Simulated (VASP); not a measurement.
Set up this calculation in VASP 6.6.1, as the native input.

* Task: single point
* Functional: r2SCAN
* Potentials or basis: VASP PAW PBE potentials, release 64 (Cs_sv, H)
* Cutoff: 520 eV
* k mesh: 8 × 8 × 8
* Occupations: gaussian, width 0.01 eV
* Spin: no spin polarisation
* Dipole correction: no
* Further INCAR settings: ALGO = Normal; EDIFF = 1e-07; NBANDS = 12

Crystal: CsH.

```
Cs H
1.0
     0.00000    3.18927    3.24635
     3.18927    0.00000    3.24635
     3.18927    3.18927    0.00000
Cs H
1 1
Direct
  0.00000 0.00000 0.00000
  0.50000 0.50000 0.50000
```

The cell was built by a generator and needn't be a form met in nature.

The cell isn't the ideal one: uniaxial_z strain +1.8%.

The input as run:

POSCAR

```
CsH
1.0
    0.0000000000      3.1892664561      3.2463543257
    3.1892664561      0.0000000000      3.2463543257
    3.1892664561      3.1892664561      0.0000000000
Cs H
1 1
Direct
    0.0000000000      0.0000000000      0.0000000000
    0.5000000000      0.5000000000      0.5000000000
```

INCAR.step1

```
ALGO     = Normal         # electronic algorithm
EDIFF    = 1E-4           # SCF threshold, eV
ENCUT    = 520            # plane-wave cutoff, eV
GGA      = PE             # functional
ISMEAR   = 0              # smearing method
LASPH    = True           # aspherical terms in the spheres
LCHARG   = False          # write CHGCAR
LREAL    = False          # projectors in reciprocal space
LWAVE    = True           # write WAVECAR
NBANDS   = 12             # bands
NELM     = 100            # most SCF steps
PREC     = Accurate       # precision mode
SIGMA    = 0.01           # smearing width, eV
```

INCAR.step2

```
ALGO     = Normal         # electronic algorithm
EDIFF    = 1E-7           # SCF threshold, eV
ENCUT    = 520            # plane-wave cutoff, eV
ISIF     = 2              # what is computed and relaxed
ISMEAR   = 0              # smearing method
ISTART   = 1            
LASPH    = True           # aspherical terms in the spheres
LCHARG   = True           # write CHGCAR
LELF     = True           # ELF
LMIXTAU  = True         
LREAL    = False          # projectors in reciprocal space
LVHAR    = True         
LWAVE    = False          # write WAVECAR
METAGGA  = R2SCAN         # meta-GGA
NBANDS   = 12             # bands
NELM     = 100            # most SCF steps
PREC     = Accurate       # precision mode
SIGMA    = 0.01           # smearing width, eV
```

KPOINTS

```
k-points
0
Gamma
  8 8 8
```

Potentials or basis: VASP PAW PBE potentials, release 64 (Cs_sv, H).

The run is started by

```console
$ cat potpaw_PBE.64/Cs_sv/POTCAR potpaw_PBE.64/H/POTCAR > POTCAR
$ cp INCAR.step1 INCAR
$ mpirun -np 1 vasp_std > vasp.out
$ cp INCAR.step2 INCAR
$ mpirun -np 1 vasp_std > vasp.out
```

Results of the run:

```json
{"Pressure": "-0.1 GPa", "Band gap on the k mesh": "2.68 eV, direct"}
```

Caveat: the PAW data sets were made with another functional, which shifts forces and pressure a little; spin-orbit coupling is left out, which moves the levels of the heavy elements.

Run time: 2.5 min on 1 thread of Intel(R) Xeon(R) Platinum 8259CL CPU @ 2.50GHz (Skylake/Cascade Lake), on a shared host, peak memory 0.23 GiB.
